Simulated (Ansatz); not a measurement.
# Preparing AlN (P6_3mc) as a host crystal

Aim: the runs on the perfect crystal AlN (P6_3mc) that a defect calculation needs first.

Program: Ansatz 0.2.0. Level of theory: plane-wave PAW DFT, PBEsol; relaxation of the host's cell and atoms; PAW set soft_1, in the first sound run; inputs show where later runs differ. Results are calculated unless marked as measured.

**1. The structure**

Symmetry: P6_3mc, No. 186, hexagonal system. The conventional cell has a = 3.129 Å, b = 3.129 Å, c = 5.017 Å, α = 90.00°, β = 90.00°, γ = 120.00°. Al has 4 N at 1.90 to 1.91 Å nearest. Nearest to N lie 4 Al at 1.90 to 1.91 Å. Farther neighbours and most contacts between anions are not listed.

**2. Host cell relaxation**

Cell and atoms are relaxed together, until forces and stress fall under their thresholds.

The input, cell/input.yaml:

```yaml
crystal:
  lattice:
    - [3.1285881, 0.0, 0.0]
    - [-1.5642941, 2.7094368, 0.0]
    - [0.0, 0.0, 5.016955]
  atoms:
    - { symbol: Al, position: [0.66666667, 0.33333333, 0.499287] }
    - { symbol: Al, position: [0.33333333, 0.66666667, 0.999287] }
    - { symbol: "N", position: [0.66666667, 0.33333333, 0.880713] }
    - { symbol: "N", position: [0.33333333, 0.66666667, 0.380713] }
basis:
  ecutwfc: 420
  xc_grid: 2
hamiltonian:
  xc: pbesol
  pseudopotentials: { kind: paw, azcp: { folder: soft_1 }, xc_functional: pbe }
kpoints:
  mp_grid: { grid: [10, 10, 6] }
scf:
  occupations: { method: fixed }
  max_iter: 100
relax:
  f_tol: 0.005
  max_steps: 60
  cell: {}
output:
  forces: true
  stress: true
checkpoint:
  write: "../cell.run"
  compress: false
  write_wavefunctions: false
  write_every: 100000
```

The run is started by

```bash
ansatz run input.yaml --threads 32 --pin off --max-ram 84787MiB --backend cuda --events-out ev --progress --plain --runs-dir out --max-vram 78GiB
```

Numbers of over 12 decimals in the logs are rounded to 6 here.

What it wrote:

```text
[... repeated set-up lines and file paths are left out, and long positions are rounded to six places ...]
Engine: ansatz 0.2.0, aarch64-unknown-linux-gnu
Pseudopotentials: kind: paw
Pseudopotential: Al, paw, valence charge 3, recommended cutoff 420 eV (normal), soft_1/Al.paw.azcp
Pseudopotential: N, paw, valence charge 5, recommended cutoff 420 eV (normal), soft_1/N.paw.azcp
Functional definition: PBEsol
  exchange = pbesol_x
  correlation = pbesol_c
[...]
Crystal: 4 atoms, lattice volume = 42.527 Å³
Basis set: ecut = 420 eV, 833 PW (Γ), exchange–correlation on 48×48×72 points (8 copies of the dense FFT grid, shifted against one another)
Bands: 12, of which v1, the nominal top of the filled ones, is band 8 counted from 1 (7 counted from 0)
Symmetry: 12 space group operations
Space group: P63mc (ITA 186), of the structure as read, at distance tolerance 3.5e-5 Å
k-points: 56 of 600 (time reversal used)
Non-local potential: Al, projectors of the file, l = 0: 2, l = 1: 2, l = 2: 1
Non-local potential: N, projectors of the file, l = 0: 2, l = 1: 2, l = 2: 1
PAW form: soft (Blöchl's): semilocal exchange-correlation on the pseudo side does not see the compensation charge
PAW frozen core: Al, regenerated for the run's functional, and the local potential with it (the file was generated under x = pbe(κ = 0.804, μ = 0.219515), c = pbe(β = 0.066725))
PAW frozen core: N, regenerated for the run's functional, and the local potential with it (the file was generated under x = pbe(κ = 0.804, μ = 0.219515), c = pbe(β = 0.066725))
PAW one-centre angular grid: Al, 110 points (default); XC on 64 Gauss nodes
PAW one-centre angular grid: N, 110 points (default); XC on 64 Gauss nodes
Initial density: superposition of atomic densities (chi_scale 0.1, normalization cell, long waves kept (reshape's long-wave potential 0.00 eV rms))
Initial wavefunctions: pseudopotential atomic-orbital guess
[...]
Functional: x = pbesol(κ = 0.804, μ = 0.123457), c = pbesol(β = 0.046)
SCF iter   1: F=—  HF=-1814.557047 eV  |Δ(HF+E_count)|=         —  Δρ=1.27e-1  dr2=8.60e0  Hψ=3644
preconditioner: auto → none  [insulator: Δε(μ)=5.225 eV  Ē_g=13.993 eV  n_scr=2 (ndim 8)  ℏωp=22.8 eV  f_vac=0.000  ε∞_Penn≈3.6]
SCF iter   2: F=—  HF=-1812.338241 eV  |Δ(HF+E_count)|=    2.22e0  Δρ=7.34e-2  dr2=1.37e0  Hψ=1952
[...]
SCF iter   7: F=-1811.918512 eV  HF=-1811.918512 eV  |Δ(HF+E_count)|=   8.08e-9  Δρ=3.08e-6  dr2=1.58e-9  Hψ=2447
SCF 1 converged in 7 iterations: F = -1811.918512 eV  dr2 = 1.58e-9
  greatest PAW one-centre occupation: 0.786 electrons in one spin orbital (limit 2), on the N atom at site 3 (counted from 0), in its partial waves of l = 0
relax step   1: F+E_penalty+E_count = -1811.91851187 eV  Δ(F+E_penalty+E_count) = +0.000e0 eV  max|allowed force component| = 6.017e-3 eV/Å  Δτ_max = 0.0000 Å  P = -3.168 GPa  Ω = 42.527 Å³  (7 SCF iters, dr2 threshold 1.00e-7 eV, accepted)
[... the SCF cycles and remarks between the steps are left out from here to the last step ...]
relax step   2: F+E_penalty+E_count = -1811.92433892 eV  Δ(F+E_penalty+E_count) = -5.827e-3 eV  max|allowed force component| = 6.283e-3 eV/Å  Δτ_max = 0.0007 Å  P = -1.560 GPa  Ω = 42.176 Å³  energy of the carried Pulay correction = +6.009e-4 eV  (4 SCF iters, dr2 threshold 4.00e-7 eV, accepted)
relax step   3: F+E_penalty+E_count = -1811.92652539 eV  Δ(F+E_penalty+E_count) = -2.186e-3 eV  max|allowed force component| = 2.368e-3 eV/Å  Δτ_max = 0.0006 Å  P = +0.035 GPa  Ω = 41.842 Å³  energy of the carried Pulay correction = +1.177e-3 eV  (4 SCF iters, dr2 threshold 4.00e-7 eV, accepted)
[...]
iter 1 solved again at ethr=8.04e-9 eV; its pass at ethr=3.10e-3 eV (dr2=1.29e-6 eV) is discarded
SCF iter   1: F=—  HF=-1811.925457 eV  |Δ(HF+E_count)|=         —  Δρ=6.95e-5  dr2=3.41e-7  Hψ=5748
[...]
SCF iter   2: F=—  HF=-1811.925428 eV  |Δ(HF+E_count)|=   2.89e-5  Δρ=3.24e-5  dr2=9.34e-8  Hψ=1120
SCF iter   3: F=—  HF=-1811.925428 eV  |Δ(HF+E_count)|=   1.08e-7  Δρ=1.39e-5  dr2=1.51e-8  Hψ=1029
SCF iter   4: F=—  HF=-1811.925428 eV  |Δ(HF+E_count)|=   2.12e-8  Δρ=9.67e-7  dr2=1.01e-10  Hψ=1084
SCF iter   5: F=-1811.925428 eV  HF=-1811.925428 eV  |Δ(HF+E_count)|=  1.50e-10  Δρ=2.44e-7  dr2=5.57e-12  Hψ=3999
SCF 4 converged in 5 iterations: F = -1811.925428 eV  dr2 = 5.57e-12
relax step   4: F+E_penalty+E_count = -1811.92542837 eV  Δ(F+E_penalty+E_count) = +1.097e-3 eV  max|allowed force component| = 2.387e-3 eV/Å  Δτ_max = 0.0000 Å  P = -0.020 GPa  Ω = 41.842 Å³  stress off target by 2.17e-2 GPa  SCF on the basis re-selected at this cell (its energy is not comparable with the rows above)  (5 SCF iters)
basis re-selected at this cell: Δ(F+E_penalty+E_count) = +1.097e-3 eV, ΔP = -0.055 GPa vs the last step (what re-selecting the basis moved, of the pressure what is left beyond the Pulay correction that the steps carried, after the strain that the cell walked [...]
SCF converged after 5 iterations
Free energy (F): -1811.925428 eV
Harris-Foulkes:  -1811.925428 eV  (|F-HF|=1.11e-11)
Internal energy: -1811.925428 eV  (E = F + TS)
E sigma→0 (E₀):  -1811.925428 eV
Fermi energy:    7.033609 eV
--- Per-component energies (eV) ---
  E_band       = 28.451425
  E_kinetic    = 311.969992
  E_local      = -418.982558  (includes V_loc(G=0)·N_el)
  E_nonlocal   = 89.682408
  E_hartree    = 153.510501
  E_xc         = -195.984128
  E_vxc        = -213.006687  (∫ρ·V_xc dr)
  E_paw        = -1160.730401  (= ΣΔE_a)
  E_vpaw       = -48.234416  (= ΣTr[D̂ρ^β])
  E_aug_tail   = 0.001678  (compensation charges beyond the density's cutoff)
  E_ewald      = -591.487397
  E_core_change = 0.094476  (= ΣΔE_core)
  E_smearing   = -0.000000  (= −TS)
  E_closure    = -0.000000  (closes the sum)
  Σ components = -1811.925428   (vs F -1811.925428, Δ=0.00e0)
--- Forces (eV/Å), atoms counted from 1 ---
  atom   1  Al     0.00000000     0.00000000    -0.00238719
  atom   2  Al    -0.00000000    -0.00000000    -0.00238719
  atom   3  N      0.00000000    -0.00000000     0.00238643
  atom   4  N     -0.00000000     0.00000000     0.00238643
  max |Σ_I F_I| component: 1.52e-6 eV/Å
--- Stress (GPa, compression-positive) ---
       -0.021658       0.000000       0.000000
        0.000000      -0.021658       0.000000
        0.000000       0.000000      -0.015229
  P = ⅓ Tr σ = -0.0195 GPa (-0.195 kbar)
--- Band table (eV; the first three rows and the last of 56) ---
  k-point 0: bands = [... 4 lower, 6.1582, 6.8112, 6.8112, 7.0336, 11.1302, 13.5763, 17.5234, 18.0476]
  k-point 1: bands = [... 4 lower, 6.1996, 6.4221, 6.7649, 6.7649, 11.6301, 13.6438, 17.3475, 18.0159]
  [... further k-points left out ...]
--- Relaxed structure (3 steps of the walk, 3 accepted, 1 SCFs on fresh bases) ---
  F+E_penalty+E_count = -1811.92542837 eV   max|allowed force component| = 2.387e-3 eV/Å   (the final SCF, on the basis selected at the relaxed cell)
  cell:  # Å, volume = 41.8416 Å³
    - [3.113607, 2.8729285943171094e-8, 0.0]
    - [-1.556804, 2.696463, 0.0]
    - [0, 0.0, 4.983677]
  atoms:
    - { symbol: Al, position: [0.666667, 0.333333, 0.499034] }
    - { symbol: Al, position: [0.333333, 0.666667, 0.999034] }
    - { symbol: N, position: [0.666667, 0.333333, 0.880966] }
    - { symbol: N, position: [0.333333, 0.666667, 0.380966] }
```

Wall time 1.8 s (1 × NVIDIA GB200 with 32 threads of Arm Neoverse V2, shared host); peak memory 0.93 GiB.

The steps of the relaxation:

```
step  energy less that of the first step (eV)  largest force component (eV/Å)  pressure (GPa)  volume (Å³)
   1                                   0.0000                          0.0060           -3.17        42.53
   2                                  -0.0058                          0.0063           -1.56        42.18
   3                                  -0.0080                          0.0024            0.04        41.84
  4*                                  -0.0069                          0.0024           -0.02        41.84
```

Relaxation steps marked * repeat the geometry before them on a plane-wave basis chosen anew for their cell, so energy and pressure can jump there.

The run keeps the 12 symmetry operations that it works with, so distortions that break them were not tested.

```
conventional cell, symmetrised  before  after  change
                         a (Å)   3.129  3.114  -0.5 %
                         b (Å)   3.129  3.114  -0.5 %
                         c (Å)   5.017  4.984  -0.7 %
              volume (Å³/atom)   10.63  10.46  -1.6 %
```

The relaxed structure:

```xyz
4
Lattice="3.1136 0.0000 0.0000 -1.5568 2.6965 0.0000 0.0000 0.0000 4.9837" Properties=species:S:1:pos:R:3 pbc="T T T"
Al    1.5568    0.8988    2.4870
Al    0.0000    1.7977    4.9788
N     1.5568    0.8988    4.3905
N     0.0000    1.7977    1.8986
```

This step gave:

* pressure: -0.01951 GPa

The relaxation ends with a largest force component of 0.0024 eV/Å and a pressure of -0.02 GPa.

**3. Dielectric tensors of the host**

The response to a uniform electric field gives the electronic dielectric tensor.

This step: plane-wave PAW DFPT, PBEsol; dielectric tensors, Born charges and zone-centre modes of the host; PAW set soft_1 (Ansatz 0.2.0).

The input, eps/input.yaml:

```yaml
crystal:
  lattice:
    - [3.1136073585, 2.87e-08, 0.0]
    - [-1.5568037041, 2.6964630555, 0.0]
    - [0.0, 0.0, 4.9836767961]
  atoms:
    - { symbol: Al, position: [0.6666666667, 0.3333333333, 0.4990341637] }
    - { symbol: Al, position: [0.3333333333, 0.6666666667, 0.9990341637] }
    - { symbol: "N", position: [0.6666666667, 0.3333333333, 0.8809658363] }
    - { symbol: "N", position: [0.3333333333, 0.6666666667, 0.3809658363] }
basis:
  ecutwfc: 420
hamiltonian:
  xc: pbesol
  pseudopotentials: { kind: paw, azcp: { folder: soft_1 }, xc_functional: pbe }
kpoints:
  mp_grid: { grid: [9, 9, 5] }
scf:
  occupations: { method: fixed }
  max_iter: 100
phonons:
  method: dfpt
  dielectric: true
  rigid_motions: translations
```

What it wrote:

```text
[...]
Crystal: 4 atoms, lattice volume = 41.842 Å³
Basis set: ecut = 420 eV, 809 PW (Γ), exchange–correlation on 48×48×72 points (8 copies of the dense FFT grid, shifted against one another)
Bands: 12, of which v1, the nominal top of the filled ones, is band 8 counted from 1 (7 counted from 0)
Symmetry: 12 space group operations
k-points: 115 of 405 (irreducible under 2 space group operations, time reversal used)
[...]
SCF iter   1: F=—  HF=-1814.635252 eV  |Δ(HF+E_count)|=         —  Δρ=1.30e-1  dr2=8.74e0  Hψ=7440
[...]
SCF iter   2: F=—  HF=-1812.336179 eV  |Δ(HF+E_count)|=    2.30e0  Δρ=7.33e-2  dr2=1.32e0  Hψ=3991
[...]
SCF iter   9: F=-1811.925442 eV  HF=-1811.925442 eV  |Δ(HF+E_count)|=  4.55e-11  Δρ=4.74e-8  dr2=4.89e-13  Hψ=5317
SCF 1 converged in 9 iterations: F = -1811.925442 eV  dr2 = 4.89e-13
[...]
the response reads at least the filled bands of the reference SCF and the lowest empty band at each k-point, and that SCF's band table does not vouch for those bands. The notice of the band table in this run's record says why
[...]
NSCF: frozen V_eff on 1 k-points
[...]
NSCF: frozen V_eff on 36 k-points, pencils in batches of 32, up to order 48
[...]
DFPT response loops at q = (0, 0, 0) (fractional): preconditioner auto → none (the input reference at scf.mixing.eps_inf says where Resta's filter doesn't serve); β = 0.50; Anderson in place of MSR1; [...]
[...]
DFPT response loops at Γ: preconditioner auto → none (the input reference at scf.mixing.eps_inf says where Resta's filter doesn't serve); β = 0.50; Broyden in place of MSR1
── the response to a field inside a basis, on 10×10×6 k-points: an SCF that follows is theirs, and a resumed run solves both again ──
[...]
Bands: 9, of which v1, the nominal top of the filled ones, is band 8 counted from 1 (7 counted from 0)
k-points: 90 of 600 (irreducible under 4 space group operations, time reversal used)
[...]
Eigensolver: Dense (90 Hₖ)
SCF iter   1: F=—  HF=-1811.925016 eV  |Δ(HF+E_count)|=         —  Δρ=2.27e-4  dr2=3.19e-6
[...]
SCF iter   4: F=-1811.925019 eV  HF=-1811.925019 eV  |Δ(HF+E_count)|=   4.26e-8  Δρ=3.50e-6  dr2=1.46e-9
SCF 1 converged in 4 iterations: F = -1811.925019 eV  dr2 = 1.46e-9
[...]
SCF converged after 9 iterations
Free energy (F): -1811.925442 eV
[...]
Internal energy: -1811.925442 eV  (E = F + TS)
E sigma→0 (E₀):  -1811.925442 eV
Fermi energy:    7.033630 eV
[...]
--- Band table (eV; the first three rows and the last of 115) ---
  k-point 0: bands = [... 4 lower, 6.1582, 6.8113, 6.8113, 7.0336, 11.1302, 13.5763, 17.5234, 18.0476]
  k-point 1: bands = [... 4 lower, 6.2173, 6.2173, 6.7454, 6.7454, 11.8098, 13.6665, 17.2838, 18.0120]
  [... further k-points left out ...]
--- Phonons (Γ-DFPT): 4 representative perturbations + reference (Σ response iterations 20) ---
  k mesh reduced under 2 symmetry operations, with k and −k counted as one. Each operation leaves every solved perturbation unchanged. A smaller set is not considered because the run solves the response to a homogeneous field
  ASR residual: 1.620e-4 → 0.000e0 eV/Å²; symmetrization residual: 4.257e-7 eV/Å²
  ASR residual per site (eV/Å²): 1.62e-4 1.62e-4 7.92e-5 7.92e-5
  Γ frequencies (cm⁻¹): 0.00 0.00 0.00 234.93 234.93 542.18 606.42 651.64 651.64 662.93 662.93 712.94
  ε∞ (high-frequency dielectric tensor):
        4.495803     0.000000     0.000000
        0.000000     4.495803     0.000000
        0.000000     0.000000     4.728151
  ε⁰ (static dielectric tensor: ions relaxed, cell fixed):
        8.198581     0.000000     0.000000
        0.000000     8.198581     0.000000
        0.000000     0.000000     9.741989
  ε⁰ − ε∞ (ionic part):
        3.702778     0.000000     0.000000
        0.000000     3.702778     0.000000
        0.000000     0.000000     5.013838
  softest optical mode at Γ: 234.93 cm⁻¹; the repairs (sum rule, projections) moved no ω² at Γ by more than (1.32 cm⁻¹)²
  Born effective charges Z* (e; rows j = field, columns β = displacement):
    site 0:
         2.52572    0.00000   -0.00000
         0.00000    2.52572   -0.00000
         0.00000   -0.00000    2.68851
    site 1:
         2.52572    0.00000   -0.00000
         0.00000    2.52572   -0.00000
         0.00000    0.00000    2.68851
    site 2:
        -2.52572   -0.00000    0.00000
        -0.00000   -2.52572    0.00000
        -0.00000    0.00000   -2.68851
    site 3:
        -2.52572   -0.00000   -0.00000
        -0.00000   -2.52572    0.00000
         0.00000   -0.00000   -2.68851
  Z* charge neutrality: 8.132e-4 e pre-enforcement
  solved inside a basis spanned on kpoints, on 10×10×6 k-points, its susceptibility summed on 16×16×10: ε∞ is read to err by 1.3e-2, Z* by 1.0e-2 e (field_mesh: kpoints solves on kpoints); Z* is corrected for what the basis lacks
  optical modes at Γ without the LO–TO term, one row a degenerate level:
      ω (cm⁻¹)  modes    IR ((D/Å)²/amu)
        234.93      2             0.0000
        542.18      1             0.0000
        606.42      1            36.1714
        651.64      2             0.0000
        662.93      2            63.8475
        712.94      1             0.0000
  optical modes at Γ + LO–TO along q̂ = [1.0000, 0.0000, 0.0000]:
      ω (cm⁻¹)  modes    IR ((D/Å)²/amu)
        234.93      2             0.0000
        542.18      1             0.0000
        606.42      1            36.1714
        651.64      2             0.0000
        662.93      1            31.9238
        712.94      1             0.0000
        895.23      1            31.9238
  optical modes at Γ + LO–TO along q̂ = [0.0000, 1.0000, 0.0000]:
      ω (cm⁻¹)  modes    IR ((D/Å)²/amu)
        234.93      2             0.0000
        542.18      1             0.0000
        606.42      1            36.1714
        651.64      2             0.0000
        662.93      1            31.9238
        712.94      1             0.0000
        895.23      1            31.9238
  optical modes at Γ + LO–TO along q̂ = [0.0000, 0.0000, 1.0000]:
      ω (cm⁻¹)  modes    IR ((D/Å)²/amu)
        234.93      2             0.0000
        542.18      1             0.0000
        651.64      2             0.0000
        662.93      2            63.8475
        712.94      1             0.0000
        870.47      1            36.1714
```

It took 7.5 s on 1 × NVIDIA GB200 with 32 threads; peak memory 1.2 GiB; 44 s of CPU time.

Reading the cycles: dr2 is the Hartree energy of the density residual (eV), the measure of convergence; HF is the Harris–Foulkes estimate of the energy, which meets the free energy F at convergence.

Electronic dielectric tensor:

```
4.50 0.00 0.00
0.00 4.50 0.00
0.00 0.00 4.73
```

Static dielectric tensor:

```
8.20 0.00 0.00
0.00 8.20 0.00
0.00 0.00 9.74
```

The principal values of the electronic dielectric tensor are 4.50, 4.50 and 4.73. The principal values of the static dielectric tensor are 8.20, 8.20 and 9.74.

(Part 1 of 3 ends here.)

[Logs are printed without paths, hosts, clocks, repeated set-up lines and the standing remarks that a program may print on its own settings, such as how far it seeks lower states.]

[Hosts, paths, dates, database ids (printed as entryN), source tags and the programs' standing remarks are cut or masked in the printed files.]

[Runs of the host that timed out are not shown.]

[For some hosts the program warned that the k-mesh of the response run may be too coarse for force constants and the static dielectric constant; such warnings are not always shown.]
